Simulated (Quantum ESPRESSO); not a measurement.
# Pb (Fm-3m) in Quantum ESPRESSO: further runs

Runs on Pb. Level: PW91. Tasks: single point, equation of state.

All numbers are computed with Quantum ESPRESSO 7.5; they aren't measurements. Logs are shortened: lines on timing, memory, paths and dates and some standing lists are left out, and cuts for length are marked.

**1. The crystal as given**

It takes space group Fm-3m (No. 225, cubic). Conventional cell: a = 4.950 Å, b = 4.950 Å, c = 4.950 Å, α = 90.00°, β = 90.00°, γ = 90.00°. Pb (site symmetry m-3m) has 12 Pb at 3.50 Å as nearest neighbours.

**2. Single point, PW91, 28.50 Å³/atom**

Input file pw.in:

```
&CONTROL
  calculation = 'scf'
  prefix = 'pwscf'
  outdir = './tmp'
  pseudo_dir = './pseudo'
  tprnfor = .true.
  tstress = .true.
  disk_io = 'nowf'
/
&SYSTEM
  ibrav = 0
  nat = 1
  ntyp = 1
  ecutwfc = 56
  nbnd = 13
  input_dft = 'pw91'
  occupations = 'smearing'
  smearing = 'fd'
  degauss = 0.00367493
/
&ELECTRONS
  conv_thr = 2d-10
  electron_maxstep = 120
  mixing_beta = 0.5
/
ATOMIC_SPECIES
Pb   207.2000 Pb.upf
CELL_PARAMETERS angstrom
   0.0000000000    2.4244952108    2.4244952108
   2.4244952108    0.0000000000    2.4244952108
   2.4244952108    2.4244952108    0.0000000000
ATOMIC_POSITIONS crystal
Pb     0.0000000000    0.0000000000    0.0000000000
K_POINTS automatic
9 9 9 0 0 0
```

Potentials or basis: PseudoDojo 0.4.1 SR PBE standard.

Started as:

```
$ OMP_NUM_THREADS=1 pw.x -in pw.in > pw.out
```

pw.out:

```text
This program is part of the open-source Quantum ESPRESSO suite
     for quantum simulation of materials; please cite
         "P. Giannozzi et al., J. Phys.:Condens. Matter 21 395502 (2009);
         "P. Giannozzi et al., J. Phys.:Condens. Matter 29 465901 (2017);
         "P. Giannozzi et al., J. Chem. Phys. 152 154105 (2020);
     in publications or presentations arising from this work. More details at

     IMPORTANT: XC functional enforced from input :
     Exchange-correlation= PW91
                           (   1   4   2   2   0   0   0)
     Any further DFT definition will be discarded
     Please, verify this is what you really want

     Message from routine setup:
     using ibrav=0 with symmetry is DISCOURAGED, use correct ibrav instead

     G-vector sticks info
     --------------------
     sticks:   dense  smooth     PW     G-vecs:    dense   smooth      PW
     Sum         649     649    199                10969    10969    1917

     Using Slab Decomposition

     bravais-lattice index     =            0
     lattice parameter (alat)  =       6.4794  a.u.
     unit-cell volume          =     192.3493 (a.u.)^3
     number of atoms/cell      =            1
     number of atomic types    =            1
     number of electrons       =        14.00
     number of Kohn-Sham states=           13
     kinetic-energy cutoff     =      56.0000  Ry
     charge density cutoff     =     224.0000  Ry
     scf convergence threshold =      2.0E-10
     mixing beta               =       0.5000
     number of iterations used =            8  plain     mixing
     Exchange-correlation= PW91
                           (   1   4   2   2   0   0   0)

     celldm(1)=   6.479406  celldm(2)=   0.000000  celldm(3)=   0.000000
     celldm(4)=   0.000000  celldm(5)=   0.000000  celldm(6)=   0.000000

     crystal axes: (cart. coord. in units of alat)
               a(1) = (   0.000000   0.707107   0.707107 )
               a(2) = (   0.707107   0.000000   0.707107 )
               a(3) = (   0.707107   0.707107   0.000000 )

     reciprocal axes: (cart. coord. in units 2 pi/alat)
               b(1) = ( -0.707107  0.707107  0.707107 )
               b(2) = (  0.707107 -0.707107  0.707107 )
               b(3) = (  0.707107  0.707107 -0.707107 )

     PseudoPot. # 1 for Pb read from file:
     Pb.upf
     Pseudo is Norm-conserving + core correction, Zval = 14.0
     Generated using ONCVPSP code by D. R. Hamann
     Using radial grid of 1678 points,  6 beta functions with:
                l(1) =   0
                l(2) =   0
                l(3) =   1
                l(4) =   1
                l(5) =   2
                l(6) =   2

     atomic species   valence    mass     pseudopotential
     Pb               14.00   207.20000     Pb( 1.00)

     48 Sym. Ops., with inversion, found

   Cartesian axes

     site n.     atom                  positions (alat units)
         1        Pb     tau(   1) = (   0.0000000   0.0000000   0.0000000  )

     number of k points=    35  Fermi-Dirac smearing, width (Ry)=  0.0037
                       cart. coord. in units 2pi/alat
        k(    1) = (   0.0000000   0.0000000   0.0000000), wk =   0.0027435
        k(    2) = (   0.0785674   0.0785674  -0.0785674), wk =   0.0219479
        k(    3) = (   0.1571348   0.1571348  -0.1571348), wk =   0.0219479
        k(    4) = (   0.2357023   0.2357023  -0.2357023), wk =   0.0219479
        k(    5) = (   0.3142697   0.3142697  -0.3142697), wk =   0.0219479
        k(    6) = (   0.1571348   0.0000000  -0.0000000), wk =   0.0164609
[... 27 lines left out ...]
        k(   34) = (  -0.0000000  -0.4714045   0.6285394), wk =   0.0658436
        k(   35) = (  -0.0785674  -0.3928371   0.7071068), wk =   0.0658436

     Dense  grid:    10969 G-vectors     FFT dimensions: (  32,  32,  32)

     Initial potential from superposition of free atoms

     starting charge      13.9979, renormalised to      14.0000
     Starting wfcs are    9 randomized atomic wfcs +    4 random wfcs

     Self-consistent Calculation

     iteration #  1     ecut=    56.00 Ry     beta= 0.50
     Davidson diagonalization with overlap
     ethr =  1.00E-02,  avg # of iterations =  4.9

     Threshold (ethr) on eigenvalues was too large:
     Diagonalizing with lowered threshold

     Davidson diagonalization with overlap
     ethr =  1.80E-05,  avg # of iterations =  7.4

     total energy              =    -140.90408330 Ry
     estimated scf accuracy    <       0.00263332 Ry

     iteration #  2     ecut=    56.00 Ry     beta= 0.50
     Davidson diagonalization with overlap
     ethr =  1.88E-05,  avg # of iterations =  2.0

     total energy              =    -140.90445700 Ry
     estimated scf accuracy    <       0.00012908 Ry

     iteration #  3     ecut=    56.00 Ry     beta= 0.50
     Davidson diagonalization with overlap
     ethr =  9.22E-07,  avg # of iterations =  3.8

     total energy              =    -140.90447629 Ry
     estimated scf accuracy    <       0.00001602 Ry
[... 12 lines left out ...]
     total energy              =    -140.90447711 Ry
     estimated scf accuracy    <       0.00000002 Ry

     iteration #  6     ecut=    56.00 Ry     beta= 0.50
     Davidson diagonalization with overlap
     ethr =  1.14E-10,  avg # of iterations =  2.0

     total energy              =    -140.90447711 Ry
     estimated scf accuracy    <          3.3E-09 Ry

     iteration #  7     ecut=    56.00 Ry     beta= 0.50
     Davidson diagonalization with overlap
     ethr =  2.36E-11,  avg # of iterations =  1.0

     End of self-consistent calculation

          k = 0.0000 0.0000 0.0000 (  1363 PWs)   bands (ev):

    -4.8160  -4.8160  -4.8160  -4.6471  -4.6471   0.1314  20.2282  20.2282
    20.2282  22.5554  24.5187  25.3202  25.3202

          k = 0.0786 0.0786-0.0786 (  1372 PWs)   bands (ev):

    -4.8175  -4.7964  -4.7964  -4.6474  -4.6474   0.3844  17.7335  19.9202
    19.9202  22.1564  25.3900  25.8793  25.8794

          k = 0.1571 0.1571-0.1571 (  1369 PWs)   bands (ev):

    -4.8263  -4.7731  -4.7731  -4.6210  -4.6210   1.1459  14.0704  19.2764
    19.2764  21.8266  24.7985  25.5107  25.5107

          k = 0.2357 0.2357-0.2357 (  1362 PWs)   bands (ev):

    -4.8438  -4.7847  -4.7847  -4.5509  -4.5509   2.3814  10.7585  18.6675
    18.6675  21.7319  23.4563  24.5238  24.5238
[... 123 lines left out ...]
    -4.9140  -4.8121  -4.6364  -4.5470  -4.5136   3.4231  11.8223  14.0948
    15.3181  20.5979  21.4346  27.2621  31.2871

          k =-0.1571-0.4714 0.6285 (  1365 PWs)   bands (ev):

    -4.8790  -4.7982  -4.6523  -4.5595  -4.4873   4.6703  10.1757  12.8050
    14.6029  20.9173  23.7417  26.1243  30.6260

          k =-0.0786-0.3928 0.5500 (  1363 PWs)   bands (ev):

    -4.8494  -4.7454  -4.6633  -4.6153  -4.4955   5.1653   9.6454  11.9505
    14.9002  21.3131  25.2424  27.0458  27.7313

          k = 0.0000-0.3143 0.4714 (  1356 PWs)   bands (ev):

    -4.8157  -4.7807  -4.6836  -4.5715  -4.5511   4.2076  10.7534  12.1650
    15.8850  21.9395  24.7184  25.1791  29.6582

          k =-0.0786-0.5500 0.7071 (  1364 PWs)   bands (ev):

    -4.9499  -4.8677  -4.5567  -4.5077  -4.4593   5.2728   9.7352  13.3136
    13.6567  19.9712  20.9844  29.1268  31.4450

          k =-0.0000-0.4714 0.6285 (  1365 PWs)   bands (ev):

    -4.8961  -4.8114  -4.6039  -4.5688  -4.4609   5.6890   9.8642  11.4653
    13.9037  20.6895  23.5419  28.0176  28.4826

          k =-0.0786-0.3928 0.7071 (  1366 PWs)   bands (ev):

    -4.8115  -4.7943  -4.6973  -4.5859  -4.4601   5.5455  10.4010  11.3851
    13.1245  23.1376  24.2354  25.3106  27.4375

     the Fermi energy is    12.1673 ev

!    total energy              =    -140.90447711 Ry
     estimated scf accuracy    <          1.9E-10 Ry
     smearing contrib. (-TS)   =      -0.00023840 Ry
     internal energy E=F+TS    =    -140.90423871 Ry

     The total energy is F=E-TS. E is the sum of the following terms:
     one-electron contribution =     -26.81568017 Ry
     hartree contribution      =      24.14201674 Ry
     xc contribution           =     -40.16148338 Ry
     ewald contribution        =     -98.06909190 Ry

     convergence has been achieved in   7 iterations

     Forces acting on atoms (cartesian axes, Ry/au):

     atom    1 type  1   force =     0.00000000    0.00000000    0.00000000

     Total force =     0.000000     Total SCF correction =     0.000000

     Computing stress (Cartesian axis) and pressure

          total   stress  (Ry/bohr**3)                   (kbar)     P=       59.09
   0.00040170   0.00000000   0.00000000           59.09        0.00        0.00
   0.00000000   0.00040170   0.00000000            0.00       59.09        0.00
   0.00000000   0.00000000   0.00040170            0.00        0.00       59.09

=------------------------------------------------------------------------------=
   JOB DONE.
=------------------------------------------------------------------------------=
```

Run time: 5.7 s. Hardware: 1 thread of AMD EPYC 7B13 (Zen 3), shared host; peak memory 0.05 GiB.

Results:

* Free energy: -1917.1031 eV
* Pressure: 5.9 GPa
* Band gap on the k mesh: none (metal or under the smearing width)

Caveat: the potentials were made for another functional, which shifts forces and pressure.

**3. Single point, PW91, 29.11 Å³/atom**

pw.in, as its differences from that of step 2:

```diff
@@ -28,5 +28,5 @@
 CELL_PARAMETERS angstrom
-   0.0000000000    2.4244952108    2.4244952108
-   2.4244952108    0.0000000000    2.4244952108
-   2.4244952108    2.4244952108    0.0000000000
+   0.0000000000    2.4415696833    2.4415696833
+   2.4415696833    0.0000000000    2.4415696833
+   2.4415696833    2.4415696833    0.0000000000
 ATOMIC_POSITIONS crystal
```

Potentials or basis: PseudoDojo 0.4.1 SR PBE standard.

Started as:

```
$ OMP_NUM_THREADS=1 pw.x -in pw.in > pw.out
```

Run time: 6.1 s. Hardware: 1 thread of AMD EPYC 7B13 (Zen 3), shared host; peak memory 0.05 GiB.

Results (log left out):

```
Free energy            : -1917.1228 eV
Pressure               : 4.5 GPa
Band gap on the k mesh : none (metal or under the smearing width)
```

Caveat: the potentials were made for another functional, which shifts forces and pressure.

**4. Single point, PW91, 29.72 Å³/atom**

pw.in, as its differences from that of step 3:

```diff
@@ -28,5 +28,5 @@
 CELL_PARAMETERS angstrom
-   0.0000000000    2.4415696833    2.4415696833
-   2.4415696833    0.0000000000    2.4415696833
-   2.4415696833    2.4415696833    0.0000000000
+   0.0000000000    2.4584086270    2.4584086270
+   2.4584086270    0.0000000000    2.4584086270
+   2.4584086270    2.4584086270    0.0000000000
 ATOMIC_POSITIONS crystal
```

Started as:

```
$ OMP_NUM_THREADS=1 pw.x -in pw.in > pw.out
```

It took 6.2 s on 1 thread of AMD EPYC 7B13 (Zen 3), shared host; peak memory 0.05 GiB.

Results (log left out):

```yaml
Free_energy: -1917.1374 eV
Pressure: 3.3 GPa
Band_gap_on_the_k_mesh: none (metal or under the smearing width)
```

Caveat: the potentials were made for another functional, which shifts forces and pressure.

**5. Single point, PW91, 30.32 Å³/atom**

pw.in, as its differences from that of step 4:

```diff
@@ -28,5 +28,5 @@
 CELL_PARAMETERS angstrom
-   0.0000000000    2.4584086270    2.4584086270
-   2.4584086270    0.0000000000    2.4584086270
-   2.4584086270    2.4584086270    0.0000000000
+   0.0000000000    2.4750200000    2.4750200000
+   2.4750200000    0.0000000000    2.4750200000
+   2.4750200000    2.4750200000    0.0000000000
 ATOMIC_POSITIONS crystal
```

Started as:

```
$ OMP_NUM_THREADS=1 pw.x -in pw.in > pw.out
```

It took 5.6 s on 1 thread of AMD EPYC 7B13 (Zen 3), shared host; peak memory 0.05 GiB.

It converged, with:

```
Free energy            : -1917.1477 eV
Pressure               : 2.2 GPa
Band gap on the k mesh : none (metal or under the smearing width)
```

Caveat: the potentials were made for another functional, which shifts forces and pressure.

**6. Single point, PW91, 30.93 Å³/atom**

pw.in, as its differences from that of step 5:

```diff
@@ -28,5 +28,5 @@
 CELL_PARAMETERS angstrom
-   0.0000000000    2.4750200000    2.4750200000
-   2.4750200000    0.0000000000    2.4750200000
-   2.4750200000    2.4750200000    0.0000000000
+   0.0000000000    2.4914113386    2.4914113386
+   2.4914113386    0.0000000000    2.4914113386
+   2.4914113386    2.4914113386    0.0000000000
 ATOMIC_POSITIONS crystal
```

Potentials or basis: PseudoDojo 0.4.1 SR PBE standard.

Started as:

```
$ OMP_NUM_THREADS=1 pw.x -in pw.in > pw.out
```

Run time: 5.7 s. Hardware: 1 thread of AMD EPYC 7B13 (Zen 3), shared host; peak memory 0.05 GiB.

Results (log left out):

| Property | Result |
| --- | --- |
| Free energy | -1917.1540 eV |
| Pressure | 1.2 GPa |
| Band gap on the k mesh | none (metal or under the smearing width) |

Caveat: the potentials were made for another functional, which shifts forces and pressure.

**7. Single point, PW91, 31.54 Å³/atom**

pw.in, as its differences from that of step 6:

```diff
@@ -28,5 +28,5 @@
 CELL_PARAMETERS angstrom
-   0.0000000000    2.4914113386    2.4914113386
-   2.4914113386    0.0000000000    2.4914113386
-   2.4914113386    2.4914113386    0.0000000000
+   0.0000000000    2.5075897876    2.5075897876
+   2.5075897876    0.0000000000    2.5075897876
+   2.5075897876    2.5075897876    0.0000000000
 ATOMIC_POSITIONS crystal
```

Started as:

```
$ OMP_NUM_THREADS=1 pw.x -in pw.in > pw.out
```

Run time: 5.6 s. Hardware: 1 thread of AMD EPYC 7B13 (Zen 3), shared host; peak memory 0.05 GiB.

Results (log left out):

```yaml
Free_energy: -1917.1568 eV
Pressure: 0.3 GPa
Band_gap_on_the_k_mesh: none (metal or under the smearing width)
```

Caveat: the potentials were made for another functional, which shifts forces and pressure.

**8. Single point, PW91, 32.14 Å³/atom**

pw.in, as its differences from that of step 7:

```diff
@@ -28,5 +28,5 @@
 CELL_PARAMETERS angstrom
-   0.0000000000    2.5075897876    2.5075897876
-   2.5075897876    0.0000000000    2.5075897876
-   2.5075897876    2.5075897876    0.0000000000
+   0.0000000000    2.5235621278    2.5235621278
+   2.5235621278    0.0000000000    2.5235621278
+   2.5235621278    2.5235621278    0.0000000000
 ATOMIC_POSITIONS crystal
```

Started as:

```
$ OMP_NUM_THREADS=1 pw.x -in pw.in > pw.out
```

Wall time 6.7 s (1 thread of AMD EPYC 7B13 (Zen 3), shared host); peak memory 0.05 GiB.

It converged, with:

```
Free energy            : -1917.1566 eV
Pressure               : -0.4 GPa
Band gap on the k mesh : none (metal or under the smearing width)
```

Caveat: the potentials were made for another functional, which shifts forces and pressure.

**9. Equation of state, PW91**

Potentials or basis: PseudoDojo 0.4.1 SR PBE standard.

This step only gathers the single runs of the series.

What came out:

* Equilibrium volume: 31.79 Å³/atom
* Bulk modulus: 40 GPa
* Pressure derivative of the bulk modulus: 5.4

Energy against volume, from the lowest point:
| volume (Å³/atom) | energy (meV/atom) |
| --- | --- |
| 28.503 | 53.77 |
| 29.110 | 34.09 |
| 29.716 | 19.41 |
| 30.323 | 9.17 |
| 30.929 | 2.86 |
| 31.535 | 0.00 |
| 32.142 | 0.22 |

Caveat: the potentials were made for another functional, which shifts forces and pressure. Zero-point motion and thermal expansion aren't in these numbers.
